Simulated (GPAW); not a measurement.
# MoS2 (R3m) in GPAW: single point with PBE

Aim: the single point of MoS2 with PBE.

Program: GPAW 26.7.0. These are calculated values, not measurements. Logs are shortened: lines on timing, memory, paths and dates and some standing lists are left out, and cuts for length are marked. The log counts tension as positive stress, the text compression.

### 1 The crystal as given

It takes space group R3m (No. 160, trigonal). The conventional cell has a = 3.160 Å, b = 3.160 Å, c = 18.450 Å, α = 90.00°, β = 90.00°, γ = 120.00°. Mo (site symmetry 3m) has 6 S at 2.39 Å as nearest neighbours. S (site symmetry 3m) is surrounded by 3 Mo at 2.39 Å. S (site symmetry 3m) has 3 Mo at 2.39 Å as nearest neighbours.

Measurements of this composition are mostly on another form, of space group No. 194.

### 2 Single point, PBE

The input, run.py:

```python
from ase import Atoms
from ase.dft.bandgap import bandgap
from ase.io import write
from ase.units import GPa
from gpaw import GPAW, PW

atoms = Atoms(['Mo', 'S', 'S'],
              cell=[[1.58, 0.9122134253, 6.15],
                    [-1.58, 0.9122134253, 6.15],
                    [0.0, -1.8244268506, 6.15]],
              scaled_positions=[[0.0, 0.0, 0.0],
                                [0.417, 0.417, 0.417],
                                [0.25, 0.25, 0.25]],
              pbc=True)

calc = GPAW(mode=PW(450),
            xc='PBE',
            kpts={'size': (8, 8, 8), 'gamma': True},
            occupations={'name': 'fermi-dirac', 'width': 0.05},
            nbands=25,
            maxiter=120,
            txt='gpaw.txt')
atoms.calc = calc
energy = atoms.get_potential_energy()
forces = atoms.get_forces()
stress = atoms.get_stress()
calc.write('gs.gpw')
write('result.traj', atoms)
print(f'Energy: {energy:.6f} eV')
print('Forces (eV/A):')
print(forces.round(4))
print('Stress (GPa):', (stress / GPa).round(3))
print('Fermi level:', round(calc.get_fermi_level(), 4), 'eV')
print(f'Gap: {bandgap(calc)[0]:.4f} eV, direct: {bandgap(calc, direct=True)[0]:.4f} eV')
```

Potentials or basis: GPAW PAW data sets (gpaw-data 1.2.1), pw.

The run is started by

```console
OMP_NUM_THREADS=1 python run.py
```

gpaw.txt:

```text
__  _  _
 | _ |_)|_||  |
 |__||  | ||/\| - 26.7.0

Input parameters:
  mode=PW(ecut=450.00000000000006),
  kpts=MonkhorstPack(size=(8, 8, 8), gamma=True),
  maxiter=120,
  nbands=25,
  occupations=Occupations(name='fermi-dirac', width=0.05),
  xc=XC(name='PBE')

Diagonalizing LCAO Hamiltonian
Converting LCAO to pw mode

       S

       S

       Mo

Atoms  # Å, Bohr magnetons
|   | symbol |        x |         y |        z |    initial magnetic moments |
|---|--------|----------|-----------|----------|-----------------------------|
| 0 |     Mo | 0.000000 |  0.000000 | 0.000000 | ( 0.0000,  0.0000,  0.0000) |
| 1 |      S | 0.000000 | -0.000000 | 7.693650 | ( 0.0000,  0.0000,  0.0000) |
| 2 |      S | 0.000000 |  0.000000 | 4.612500 | ( 0.0000,  0.0000,  0.0000) |

Unit cell  # Å
| periodic |         x |         y |        z |  lengths |    angles |
|----------|-----------|-----------|----------|----------|-----------|
|      yes |  1.580000 |  0.912213 | 6.150000 | 6.414907 | 28.517500 |
|      yes | -1.580000 |  0.912213 | 6.150000 | 6.414907 | 28.517500 |
|      yes |  0.000000 | -1.824427 | 6.150000 | 6.414907 | 28.517500 |

Number of symmetries: 6
Symmetry operations  # r_c * U_cc + t_c -> r_c
|   | kind |            matrix            |
|---|------|------------------------------|
| 0 |  E   |  1, 0, 0,  0, 1, 0,  0, 0, 1 |
| 1 |  σ   |  1, 0, 0,  0, 0, 1,  0, 1, 0 |
| 2 |  σ   |  0, 1, 0,  1, 0, 0,  0, 0, 1 |
| 3 |  C3  |  0, 1, 0,  0, 0, 1,  1, 0, 0 |
| 4 |  C3  |  0, 0, 1,  1, 0, 0,  0, 1, 0 |
| 5 |  σ   |  0, 0, 1,  0, 1, 0,  1, 0, 0 |

BZ-sampling:
  Number of BZ points: 512
  Number of IBZ points: 65

  Monkhorst-Pack size: [8, 8, 8]
  Monkhorst-Pack shift: [0.0625, 0.0625, 0.0625]

K-points  # in reciprocal-cell coordinates
|     |                                coordinates |     weight |
|-----|--------------------------------------------|------------|
|   0 | (  0.00000000,   0.00000000,   0.00000000) | 0.00195312 |
|   1 | (  0.12500000,   0.00000000,  -0.12500000) | 0.01171875 |
|   2 | (  0.12500000,   0.00000000,   0.00000000) | 0.01171875 |
|   3 | (  0.12500000,   0.12500000,  -0.12500000) | 0.01171875 |
|   4 | (  0.12500000,   0.12500000,   0.00000000) | 0.01171875 |
|   5 | (  0.12500000,   0.12500000,   0.12500000) | 0.00390625 |
|   6 | (  0.25000000,  -0.12500000,  -0.12500000) | 0.01171875 |
|   7 | (  0.25000000,   0.00000000,  -0.25000000) | 0.01171875 |
|   8 | (  0.25000000,   0.00000000,  -0.12500000) | 0.02343750 |
|   9 | (  0.25000000,   0.00000000,   0.00000000) | 0.01171875 |
| ... |                                            |            |
|  64 | (  0.50000000,   0.50000000,   0.50000000) | 0.00195312 |

Plane wave coefficients: 1182
Cutoff: 450.00000000000006 eV

Spin-components: 1 (collinear spins)
Bands:           25
Projectors:      16
Spin-degeneracy: 2
Datatype:        complex128

Parallelization:
  kpt:    1
  domain: 1
  band:   1

Density:
  Valence electrons: 26.0
  Components: 1
  Grid points: [32 32 32]
  Charge: 0.0  # |e|

Potential:
  Grid points: [32 32 32]

species:
  Mo:
    name:    Molybdenum
    Z:       42.0
    valence: 14
    core:    28
    charge:  0.0  # [|e|]
    compensation charges:
      type: gauss
      rc: 0.38  # [Å]
      lmax: 2
    cutoffs:
      filter: 2.16  # [Å]
      core: 1.42  # [Å]
    projectors
    | kind |    occ | energy [eV] | rcut [Å] |
    |------|--------|-------------|----------|
    |   4s |  2.000 |     -64.307 |    1.238 |
    |   5s |  1.000 |      -4.084 |    1.238 |
    |   4p |  6.000 |     -38.491 |    1.296 |
    |   5p |  0.000 |      -1.044 |    1.296 |
    |   4d |  5.000 |      -3.754 |    1.296 |
    |    d |        |      23.458 |    1.296 |

    Using partial waves for Mo as LCAO basis

  S:
    name:    Sulfur
    Z:       16.0
    valence: 6
    core:    10
    charge:  0.0  # [|e|]
    compensation charges:
      type: gauss
      rc: 0.24  # [Å]
      lmax: 2
    cutoffs:
      filter: 1.77  # [Å]
      core: 1.66  # [Å]
    projectors
    | kind |    occ | energy [eV] | rcut [Å] |
    |------|--------|-------------|----------|
    |   3s |  2.000 |     -17.254 |    0.974 |
    |   3p |  4.000 |      -7.008 |    0.979 |
    |    s |        |       9.957 |    0.974 |
    |    p |        |      20.203 |    0.979 |
    |    d |        |       0.000 |    0.900 |

    Using partial waves for S as LCAO basis

Reference energy: -131849.312427  # eV

eigensolver:
  PPCG
  Converge bands: occupied
  niter=2

density mixing:
  MSR1-Mixer
  Pratt-step length: 0.05
  Maximum mixing coefficient: 0.75
  Old densities: 10
  SVD Regularization: 0.005
  Good broyden scale: 1.0
  Trust region scale: 1.0
  Backstep threshold: 4.0
  History deletion threshold: 6.0
  Fourier metric: weight=20.0, sigma=0.015

occupation numbers:
  Fermi-Dirac:
    width: 0.0500  # eV

poisson solver:
  ecut: 3600.0000000000005  # eV

xc functional:
  name: PBE with 2 nearest neighbor stencil

convergence criteria:
- Maximum [total energy] change in last 3 cyles: 0.0005 eV / valence electron
- Maximum integral of absolute [dens]ity change: 0.0001 electrons / valence electron
- Maximum integral of absolute [eigenst]ate change: 4e-08 eV^2 / valence electron
maximum number of iterations: 120

SCF iterations
|iter     | |      energy | eigst |  dens |
|---------|-|-------------|-------|-------|
|iter:   1| |  -23.657538 | +0.32 |       |
|iter:   2| |  -23.122765 | -1.59 | -0.98 |
|iter:   3| |  -22.058950 | -1.26 | -1.05 |
|iter:   4| |  -22.037891 | -2.42 | -1.51 |
|iter:   5| |  -22.040801 | -3.04 | -1.82 |
|iter:   6| |  -22.037099c| -3.95 | -2.19 |
|iter:   7| |  -22.037094c| -4.78 | -2.92 |
|iter:   8| |  -22.037077c| -5.80 | -3.34 |
|iter:   9| |  -22.037071c| -6.44 | -3.60 |
|iter:  10| |  -22.037071c| -7.80c| -4.34c|

Converged in 10 steps
Energy contributions relative to reference atoms: (reference = -131849.312427)

Energy contributions:
  Kinetic:           3.401973
  Coulomb:          -8.681358
  Zero:             -0.191008
  External:          0.000000
  Xc:              -16.566678
  Entropy:          -0.000001
  Spinorbit:         0.000000
  ----------------------------
  Free energy:     -22.037072
  Extrapolated:    -22.037071

dipole moment: (0.000000, 0.000000, -86.196231)  # |e|*Ang

Fermi level: 8.778
Eigenvalues  # (at kpt = [0.000, 0.000, 0.000])
| band index |      eig [eV] | occ [0-2] |
|------------|---------------|-----------|
|          0 |       -53.289 |     2.000 |
|        ... |               |           |
|          5 |        -5.071 |     2.000 |
|          6 |         1.362 |     2.000 |
|          7 |         4.887 |     2.000 |
|          8 |         4.887 |     2.000 |
|          9 |         6.022 |     2.000 |
|         10 |         6.022 |     2.000 |
[... 8 lines left out ...]
|         19 |        16.824 |     0.000 |
|         20 |        18.447 |     0.000 |
|        ... |               |           |
|         24 |        21.358 |     0.000 |

Gap: 1.020 eV
Transition (v -> c):
  (s=0, k=64, n=12, [0.50, 0.50, 0.50]) -> (s=0, k=8, n=13, [0.25, 0.00, -0.12])
Direct/indirect transitions are different
Direct gap: 2.001 eV
Transition at: (s=0, k=22, n=12, [0.38, 0.00, -0.38])

Forces  # eV/Ang
|       x |        y |        z |
|---------|----------|----------|
| 0.00000 |  0.00000 |  0.08671 |  # Mo   0
| 0.00000 | -0.00000 |  0.44283 |  # S    1
| 0.00000 |  0.00000 | -0.52946 |  # S    2

Stress tensor  # eV/Ang^3
|         x |         y |         z |
|-----------|-----------|-----------|
| -0.026808 |  0.000000 |  0.000000 |
|  0.000000 | -0.026808 |  0.000000 |
|  0.000000 |  0.000000 | -0.041976 |

# Writing to gs.gpw (mode='')
```

Wall time 69 s (1 thread of Arm Neoverse V2, shared host); peak memory 0.22 GiB.

What came out:

```
Free energy            : -22.0371 eV
Pressure               : 5.1 GPa
Largest force          : 0.529 eV/Å
Band gap on the k mesh : 1.02 eV, indirect (least direct gap 2.00 eV)
```

Forces on the atoms (eV/Å):
```
Mo   0.000  0.000  0.087
S    0.000  0.000  0.443
S    0.000  0.000 -0.529
```

Caveat: the cutoff is short for stress and forces, so pressures can be off by a GPa or more; the program warned that so skewed a cell can give wrong results.
